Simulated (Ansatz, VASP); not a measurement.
BiS: VASP beside Ansatz

INCAR

```
PREC     = Accurate       # precision mode
ENCUT    = 900            # plane-wave cutoff, eV
EDIFF    = 1E-6           # SCF threshold, eV
ISMEAR   = -1             # smearing method
SIGMA    = 0.05           # smearing width, eV
LREAL    = False          # projectors in reciprocal space
LASPH    = True           # aspherical terms in the spheres
NELM     = 60             # most SCF steps
ALGO     = Normal         # electronic algorithm
ISIF     = 3              # what is computed and relaxed
LWAVE    = False          # write WAVECAR
LCHARG   = False          # write CHGCAR
GGA      = PE             # functional
IBRION   = 2              # ionic algorithm
NSW      = 40             # ionic steps
EDIFFG   = -0.01          # ionic threshold
```

Contents of KPOINTS:

```
regular mesh
0
Gamma
  8 8 8
```

POSCAR

```
BiS
1.0
    2.1092708700      1.2177881000      3.5004874800
   -2.1092708700      1.2177881000      3.5004874800
    0.0000000000     -2.4355762100      3.5004874800
Bi S
1 1
Direct
    0.0000000000      0.0000000000      0.0000000000
    0.5000000000      0.5000000000      0.5000000000
```

The input input.yaml:

```yaml
crystal:
  lattice:
    - [2.10927087, 1.2177881, 3.50048748]
    - [-2.10927087, 1.2177881, 3.50048748]
    - [0.0, -2.43557621, 3.50048748]
  atoms:
    - { symbol: Bi, position: [0.0, 0.0, 0.0] }
    - { symbol: S, position: [0.5, 0.5, 0.5] }
hamiltonian:
  xc: pbe
  pseudopotentials: { kind: paw }
kpoints:
  mp_grid: { grid: [8, 8, 8] }
scf:
  occupations: { method: fermi_dirac, width: 0.05 }
output:
  forces: true
  stress: true
  eigenvalues: true
relax:
  f_tol: 0.01
  max_steps: 40
  cell: { stress_tol: 0.05 }
```

The cell was built by a generator and needn't be a form met in nature.

Alike in both runs: task relaxation of cell and atoms; functional PBE; k mesh 8 × 8 × 8; occupations fermi-dirac, width 0.05 eV; no spin polarisation.

```csv
,VASP,Ansatz
version,VASP 6.6.1,Ansatz 0.2.0
potentials or method,"VASP PAW PBE potentials, release 64 (Bi_d, S_h)",Ansatz PAW
plane-wave cutoff (eV),900,420
valence electrons in the cell,21,21
```

Ansatz gave:

```
gap on the k mesh at the Fermi level, each at its own relaxed structure (eV) : none
relaxed volume (Å³/atom)                                                     : 25.24
relaxed cell length with the largest relative difference (Å)                 : 4.546
energy change over the relaxation (meV/atom)                                 : -57
```

Task: Estimate VASP's values.

Result: gap on the k mesh at the Fermi level, each at its own relaxed structure (eV): none; relaxed volume (Å³/atom): 25.25; relaxed cell length with the largest relative difference (Å): 4.547; energy change over the relaxation (meV/atom): -57.

A gap of «none» marks a metal or a gap that the smearing closes.

Caveats: spin-orbit coupling is left out, which moves the levels of the heavy elements; the plane-wave basis is chosen anew once the cell has moved, so the energies of steps on either side of that aren't comparable (Ansatz).
